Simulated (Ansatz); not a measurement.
Runs of Ansatz 0.2.0 on CuAu. Symmetry: P4/mmm, No. 123, tetragonal system. The conventional cell has a = 2.811 Å, b = 2.811 Å, c = 3.685 Å, α = 90.00°, β = 90.00°, γ = 90.00°. Au (site symmetry 4/mmm) has 8 Cu at 2.71 Å and 4 Au at 2.81 Å as nearest neighbours. Cu (site symmetry 4/mmm) is surrounded by 8 Au at 2.71 Å and 4 Cu at 2.81 Å. 

```tsv
task	level	spin	cutoff (eV)	points for each segment of the path	gap on the mesh (eV)	pressure (GPa)	V0 of scaled cells (Å³/atom)	B0 (GPa)
band structure	PBEsol	SOC, no magnetisation	420	14	none	-4.9	-	-
equation of state	PBEsol	off	420	-	-	-	14.21	(b)
equation of state	LDA	off	420	-	-	-	13.78	194
band structure	PBEsol	off	420	14	none	(a)	-	-
equation of state	r2SCAN	off	500	-	-	-	(c)	159
```

Alike in all rows: potentials or basis Ansatz PAW; cell as given; k mesh 9 × 9 × 7; smearing fermi-dirac 0.05 eV.

Question: Estimate the missing entries.

Answer: (a) -4.0; (b) 174; (c) 14.52.

Caveats: the cell was scaled at fixed shape and fractional positions, which overstates the stiffness of a crystal with free parameters, most of all of layers and chains (some runs); the PAW data sets come from PBE, with cores solved anew for the run's functional, which leaves a small shift of forces and pressure (some runs); spin-orbit coupling is left out, which moves the levels of the heavy elements (some runs); the PAW data sets were made with another functional, which shifts forces and pressure a little (some runs).

A k mesh can miss the band edges, and rows without SOC leave out spin-orbit coupling on Au.

A gap of «none» marks a metal or a gap under the smearing width.

Runs at the PBE level aren't shown here.
